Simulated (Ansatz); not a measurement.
# NiGe (Pnma) in Ansatz: a series of runs, part 2 of 2

Ansatz 0.2.0. Earlier steps stand in the parts before.

### 3 Relaxation of cell and atoms, r2SCAN, collinear spin, ferromagnetic start

Input file input.yaml:

```yaml
crystal:
  lattice:
    - [5.381, 0.0, 0.0]
    - [0.0, 3.428, 0.0]
    - [0.0, 0.0, 5.811]
  atoms:
    - { symbol: Ge, position: [0.312, 0.75, 0.917] }
    - { symbol: Ge, position: [0.688, 0.25, 0.083] }
    - { symbol: Ge, position: [0.188, 0.25, 0.417] }
    - { symbol: Ge, position: [0.812, 0.75, 0.583] }
    - { symbol: Ni, position: [0.495, 0.75, 0.31], spin: 1.0 }
    - { symbol: Ni, position: [0.505, 0.25, 0.69], spin: 1.0 }
    - { symbol: Ni, position: [0.005, 0.25, 0.81], spin: 1.0 }
    - { symbol: Ni, position: [0.995, 0.75, 0.19], spin: 1.0 }
hamiltonian:
  xc: r2scan
  pseudopotentials: { kind: paw }
magnetization:
  spin_polarized: true
kpoints:
  mp_grid: { grid: [5, 8, 5] }
scf:
  occupations: { method: fermi_dirac, width: 0.05 }
output:
  forces: true
  stress: true
  eigenvalues: true
relax:
  f_tol: 0.01
  max_steps: 40
  cell: { stress_tol: 0.05 }
```

Potentials or basis: Ansatz PAW.

The run is started by

```
ansatz run input.yaml --threads 4 --pin off --max-ram 11264MiB --backend cpu --events-out ev --progress --plain --runs-dir out
```

The program printed:

```text
Warning: RAYON_NUM_THREADS=4 ignored (pool sized by the plan → 4); use --threads N
Engine: ansatz 0.2.0, x86_64-unknown-linux-gnu
Pseudopotentials: kind: paw
Pseudopotential: Ge, paw, valence charge 14, recommended cutoff 500 eV (meta_gga), Ge.paw.azcp
Pseudopotential: Ni, paw, valence charge 18, recommended cutoff 500 eV (meta_gga), Ni.paw.azcp
Functional definition: r2SCAN
  parameter k0 = 0.174
  parameter k1 = 0.065
  parameter a1 = 4.9479
  exchange = r2scan_x(k0 = k0, k1 = k1, a1 = a1)
  correlation = r2scan_c
Crystal: 8 atoms, lattice volume = 107.190 Å³
Basis set: ecut = 500 eV, 2731 PW (Γ), exchange–correlation on 160×108×180 points (64 copies of the dense FFT grid, shifted against one another)
Bands: 80, of which v1, the nominal top of the filled ones, is band 64 counted from 1 (63 counted from 0)
Symmetry: 8 space group operations
Space group: Pnma (ITA 62), of the structure as read, at distance tolerance 4.8e-5 Å
Magnetic group: BNS 62.441 (UNI 539), of the structure as read, at distance tolerance 4.8e-5 Å
k-points: 45 of 200
Non-local potential: Ge, projectors of the file, l = 0: 2, l = 1: 2, l = 2: 3, l = 3: 1
Non-local potential: Ni, projectors of the file, l = 0: 3, l = 1: 2, l = 2: 3, l = 3: 1
PAW form: soft (Blöchl's): semilocal exchange-correlation on the pseudo side does not see the compensation charge
PAW frozen core: Ge, regenerated for the run's functional (the file was generated under x = pbe(κ = 0.804, μ = 0.2195149727645171), c = pbe(β = 0.06672455060314922))
PAW frozen core: Ni, regenerated for the run's functional (the file was generated under x = pbe(κ = 0.804, μ = 0.2195149727645171), c = pbe(β = 0.06672455060314922))
PAW one-centre angular grid: Ge, 590 points (default); XC on 160 Gauss nodes
PAW one-centre angular grid: Ni, 590 points (default); XC on 160 Gauss nodes
Initial density: superposition of atomic densities (chi_scale 0.1, normalization cell)
Starting moments: Σ|m| = 4 μB on 4 of 8 sites
Initial wavefunctions: pseudopotential atomic-orbital guess
Functional: x = r2scan, c = r2scan; τ floored in thin density (d = 2e-4 eV/Å³)
iter 1 solved again at ethr=7.57e-4 eV; its pass at ethr=3.10e-3 eV (dr2=9.69e-1 eV) is discarded
SCF iter   1: F=—  HF=-40587.433078 eV  |F-HF|=—  |Δ(HF+E_count)|=         —  Δρ=4.69e-2 (↑2.74e-2 ↓4.69e-2)  dr2=1.40e0  dr2_τ=3.39e-2  dr2_m=9.91e-1  M=1.769 μB ∫|m|=2.841 μB  β_m=0.54  ethr=7.57e-4  ⟨swp⟩=3.9  Hψ=37087  notcnv=0
Mixer restart at iter 1: flushing history
[... 211 lines left out ...]
Harris-Foulkes:  -40594.904505 eV  (|F-HF|=7.28e-12)
Internal energy: -40594.891435 eV  (E = F + TS)
E sigma→0 (E₀):  -40594.897970 eV
Entropy (-TS):   -0.013070 eV (-1.634 meV/atom)
Fermi energy:    15.527081 eV
--- Per-component energies (eV) ---
  E_band       = -1690.671980
  E_kinetic    = 1588.035135
  E_local      = -23412.252679  (includes V_loc(G=0)·N_el)
  E_nonlocal   = 4250.982231
  E_hartree    = 10072.411742
  E_xc         = -595.953678
  E_vxc        = -746.968998  (∫ρ·V_xc dr)
  E_paw        = -14724.861405  (= ΣΔE_a)
  E_vpaw       = -3566.154413  (= ΣTr[D̂ρ^β])
  E_aug_tail   = 0.001016  (compensation charges beyond the density's cutoff)
  E_vtau       = 50.862178  (kinetic-family band-sum trace: ∫τ·v_τ [+ j·A + Jᵃ·Aᵃ] dr)
  E_ewald      = -17767.710459
  E_core_change = -5.543337  (= ΣΔE_core)
  E_smearing   = -0.013070  (= −TS)
  E_closure    = -0.000000  (closes the sum)
  Σ components = -40594.904505   (vs F -40594.904505, Δ=0.00e0)
--- Forces (eV/Å), atoms counted from 1 ---
  atom   1  Ge    -0.00063884     0.00000000     0.00113324
  atom   2  Ge     0.00063884    -0.00000000    -0.00113324
  atom   3  Ge     0.00063884    -0.00000000     0.00113324
  atom   4  Ge    -0.00063884     0.00000000    -0.00113324
  atom   5  Ni     0.00043829    -0.00000000    -0.00022052
  atom   6  Ni    -0.00043829     0.00000000     0.00022052
  atom   7  Ni    -0.00043829    -0.00000000    -0.00022052
  atom   8  Ni     0.00043829     0.00000000     0.00022052
  max |Σ_I F_I| component: 1.73e-18 eV/Å
--- Stress (GPa, compression-positive) ---
       -0.020835       0.000000      -0.000000
        0.000000       0.022883      -0.000000
       -0.000000      -0.000000      -0.018172
  P = ⅓ Tr σ = -0.0054 GPa (-0.054 kbar)
--- Band table (eV; the first three rows and the last of 90) ---
  k-point 0 ↑: bands = ["-91.7201", "-91.7184", "-91.7164", "-91.7146", "-50.6874", "-50.6814", "-50.6784", "-50.6661", "-50.6603", "-50.6556", "-50.6453", "-50.6407", "-50.6366", "-50.6320", "-50.6202", "-50.6186", "-9.8593", "-9.8448", "-9.8390", "-9.8316", "-9.8213", "-9.7969", "-9.7960", "-9.7872", "-9.7799", "-9.7769", "-9.7756", "-9.7643", "-9.7638", "-9.7579", "-9.7567", "-9.7469", "-9.7440", "-9.7435", "-9.7428", "-9.7393", "1.8899", "5.3147", "6.3628", "6.8545", "8.9191", "9.4908", "11.4199", "11.7744", "11.8271", "11.8400", "11.9504", "12.1344", "12.2424", "12.6658", "12.7076", "12.8138", "13.0696", "13.3279", "13.3779", "13.5215", "13.5540", "13.5635", "13.6325", "13.6358", "13.7514", "14.2971", "14.3552", "14.7285", "16.3697", "16.5283", "19.3493", "19.6818", "20.2003", "20.2430", "20.4035", "21.5624", "22.6585", "22.7110", "22.9984", "23.0975", "25.2100", "25.2343", "25.2909", "25.9552"]
  k-point 1 ↑: bands = ["-91.7200", "-91.7186", "-91.7161", "-91.7148", "-50.6871", "-50.6827", "-50.6767", "-50.6676", "-50.6594", "-50.6559", "-50.6450", "-50.6415", "-50.6358", "-50.6323", "-50.6200", "-50.6187", "-9.8579", "-9.8462", "-9.8382", "-9.8323", "-9.8190", "-9.7988", "-9.7956", "-9.7842", "-9.7822", "-9.7760", "-9.7750", "-9.7638", "-9.7622", "-9.7593", "-9.7554", "-9.7505", "-9.7469", "-9.7429", "-9.7418", "-9.7396", "2.0691", "4.5137", "6.9174", "6.9304", "8.7994", "10.0987", "10.8840", "11.7724", "11.7758", "11.8246", "11.8688", "12.2389", "12.2998", "12.6671", "12.7504", "12.7748", "13.0665", "13.2225", "13.2734", "13.3007", "13.4652", "13.5613", "13.6485", "13.7415", "14.0736", "14.1493", "14.7652", "14.8886", "16.7574", "16.8056", "18.2948", "19.2405", "19.8680", "20.3147", "20.5185", "21.5644", "22.6555", "22.9278", "23.2663", "23.4228", "24.9377", "25.2019", "25.6467", "26.0297"]
  k-point 2 ↑: bands = ["-91.7197", "-91.7192", "-91.7156", "-91.7151", "-50.6860", "-50.6845", "-50.6737", "-50.6704", "-50.6579", "-50.6567", "-50.6441", "-50.6428", "-50.6345", "-50.6332", "-50.6196", "-50.6191", "-9.8543", "-9.8498", "-9.8362", "-9.8340", "-9.8130", "-9.8053", "-9.7922", "-9.7870", "-9.7763", "-9.7749", "-9.7742", "-9.7667", "-9.7615", "-9.7578", "-9.7565", "-9.7521", "-9.7499", "-9.7450", "-9.7410", "-9.7402", "2.5983", "3.4447", "7.1191", "7.2440", "9.0260", "9.8338", "11.1071", "11.5650", "11.9323", "11.9352", "11.9494", "12.2241", "12.4879", "12.6615", "12.7261", "12.7836", "12.9030", "12.9863", "13.1087", "13.2356", "13.4549", "13.6325", "13.6984", "13.7456", "14.0266", "14.3021", "14.9687", "15.8820", "15.9250", "17.0439", "17.7986", "18.8818", "19.5343", "20.4488", "21.2097", "21.5134", "22.2354", "22.5313", "23.6667", "23.6805", "24.5782", "24.7021", "24.9955", "25.0742"]
  k-point 44 ↓: bands = ["-91.7179", "-91.7179", "-91.7167", "-91.7167", "-50.6795", "-50.6795", "-50.6772", "-50.6772", "-50.6469", "-50.6469", "-50.6397", "-50.6397", "-50.6388", "-50.6388", "-50.6328", "-50.6328", "-9.8406", "-9.8406", "-9.8397", "-9.8397", "-9.8051", "-9.8051", "-9.7946", "-9.7946", "-9.7710", "-9.7710", "-9.7693", "-9.7693", "-9.7568", "-9.7568", "-9.7513", "-9.7513", "-9.7401", "-9.7401", "-9.7388", "-9.7388", "5.8878", "5.8878", "6.2020", "6.2020", "8.9848", "8.9848", "9.5540", "9.5540", "12.0831", "12.0831", "12.1455", "12.1455", "12.3693", "12.3693", "12.5994", "12.5994", "13.0835", "13.0835", "13.2293", "13.2293", "13.5105", "13.5105", "13.5765", "13.5765", "13.8219", "13.8219", "13.8697", "13.8697", "17.0794", "17.0794", "18.0361", "18.0361", "18.7586", "18.7586", "19.7787", "19.7787", "21.6502", "21.6502", "22.4069", "22.4069", "23.8461", "23.8461", "24.5626", "24.5626"]
--- Relaxed structure (8 steps of the walk, 5 accepted, 1 SCFs on fresh bases) ---
  F+E_penalty+E_count = -40594.90450530 eV   max|allowed force component| = 1.133e-3 eV/Å   (the final SCF, on the basis selected at the relaxed cell)
  cell:  # Å, volume = 106.3507 Å³
    - [5.254778437878785, 0.0, 0.0]
    - [0.0, 3.484867348449851, 0.0]
    - [0.0, 0.0, 5.807642060451033]
  atoms:
    - { symbol: Ge, position: [0.3089953852652617, 0.75, 0.9124262850322354] }
    - { symbol: Ge, position: [0.6910046147347382, 0.25, 0.0875737149677648] }
    - { symbol: Ge, position: [0.1910046147347383, 0.25, 0.41242628503223516] }
    - { symbol: Ge, position: [0.8089953852652617, 0.75, 0.5875737149677649] }
    - { symbol: Ni, position: [0.49473049593494794, 0.75, 0.3062309761275214] }
    - { symbol: Ni, position: [0.505269504065052, 0.25, 0.6937690238724786] }
    - { symbol: Ni, position: [0.005269504065052027, 0.25, 0.8062309761275215] }
    - { symbol: Ni, position: [0.9947304959349479, 0.75, 0.19376902387247857] }
```

Wall time 16 min (4 threads of Intel Xeon at 2.50GHz (Skylake/Cascade Lake), shared host); peak memory 1.3 GiB.

Results:

| Item | Value |
| --- | --- |
| Free energy | -40594.9045 eV |
| Relaxed volume | 13.29 Å³/atom |
| Relaxed cell | a = 5.255 Å, b = 3.485 Å, c = 5.808 Å, α = 90.00°, β = 90.00°, γ = 90.00° |
| Space group after relaxing (to 0.05 Å) | Pnma (No. 62) |
| Energy gained by relaxing | 4.6 meV/atom |
| Ionic steps | 6 |
| Pressure after relaxing | 0.0 GPa |
| Band gap on the k mesh | none (metal or under the smearing width) |
| Net moment | 0.00 μB per cell |
| Absolute moment | 0.00 μB per cell |

Step by step:
```tsv
step	energy change (eV)	largest force (eV/Å)	volume (Å³)
1	0.0000	0.1245	107.19
2	-0.0215	0.0928	106.57
3	-0.0347	0.0239	106.38
4	-0.0372	0.0082	106.32
5	-0.0372	0.0014	106.35
6	-0.0369	0.0013	106.35
```

Final structure:
```cif
data_structure
_symmetry_space_group_name_H-M 'P 1'
_symmetry_Int_Tables_number 1
_cell_length_a 5.2548
_cell_length_b 3.4849
_cell_length_c 5.8076
_cell_angle_alpha 90.000
_cell_angle_beta 90.000
_cell_angle_gamma 90.000
_cell_volume 106.35
loop_
_atom_site_label
_atom_site_type_symbol
_atom_site_fract_x
_atom_site_fract_y
_atom_site_fract_z
_atom_site_occupancy
Ge1 Ge 0.30900 0.75000 0.91243 1
Ge2 Ge 0.69100 0.25000 0.08757 1
Ge3 Ge 0.19100 0.25000 0.41243 1
Ge4 Ge 0.80900 0.75000 0.58757 1
Ni1 Ni 0.49473 0.75000 0.30623 1
Ni2 Ni 0.50527 0.25000 0.69377 1
Ni3 Ni 0.00527 0.25000 0.80623 1
Ni4 Ni 0.99473 0.75000 0.19377 1
```

Levels at points of the mesh, in eV from the Fermi level:
Spin up:
```
            k point  band 62  band 63  band 64  band 65  band 66  band 67
 (0.00, 0.00, 0.00)    -1.23    -1.17    -0.80     0.84     1.00     3.82
(0.00, -0.50, 0.00)    -1.79    -1.33    -1.33    -0.53    -0.53     2.16
```
Spin down:
```tsv
k point	band 62	band 63	band 64	band 65	band 66	band 67
(0.00, 0.00, 0.00)	-1.23	-1.17	-0.80	0.84	1.00	3.82
(0.00, -0.50, 0.00)	-1.79	-1.33	-1.33	-0.53	-0.53	2.16
```

Caveat: the magnetic or orbital state may not be the lowest; the plane-wave basis is chosen anew once the cell has moved, so the energies of steps on either side of that aren't comparable; the PAW data sets come from PBE, with cores solved anew for the run's functional, which leaves a small shift of forces and pressure; the starting moments weren't kept.
